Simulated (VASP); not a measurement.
Crystal: Bi.

```
Bi
1.0
     2.26750    1.30914    3.93800
    -2.26750    1.30914    3.93800
     0.00000   -2.61828    3.93800
Bi
2
Direct
  0.76657 0.76802 0.76589
  0.22978 0.23550 0.23608
```

The cell isn't the ideal one: atoms moved at random, drawn with an rms of 0.02 Å.

- Program: VASP 6.6.1
- Task: relaxation of the atoms
- Functional: PBE
- Dispersion: rVV10
- Potentials or basis: VASP PAW PBE potentials, release 64 (Bi_d)
- Cutoff: 520 eV
- k mesh: 7 × 7 × 7
- Occupations: methfessel-paxton, width 0.2 eV
- Spin: no spin polarisation

At the start: pressure 1.2 GPa; volume 35.07 Å³/atom.

Where does the relaxation end?

Over 6 steps the energy falls by 5.0 meV/atom; space group R-3m (No. 166, to 0.05 Å).

Step by step:
```tsv
step	energy change (eV)	largest force (eV/Å)	pressure (GPa)
1	0.0000	0.2939	1.18
2	-0.0037	0.2290	1.03
3	-0.0096	0.0509	0.61
4	-0.0099	0.0110	0.49
5	-0.0099	0.0111	0.48
6	-0.0099	0.0062	0.49
```

Final structure:
```
Bi
1.0
     2.26750    1.30914    3.93800
    -2.26750    1.30914    3.93800
     0.00000   -2.61828    3.93800
Bi
2
Direct
  0.76657 0.76802 0.76589
  0.23814 0.24106 0.23975
```
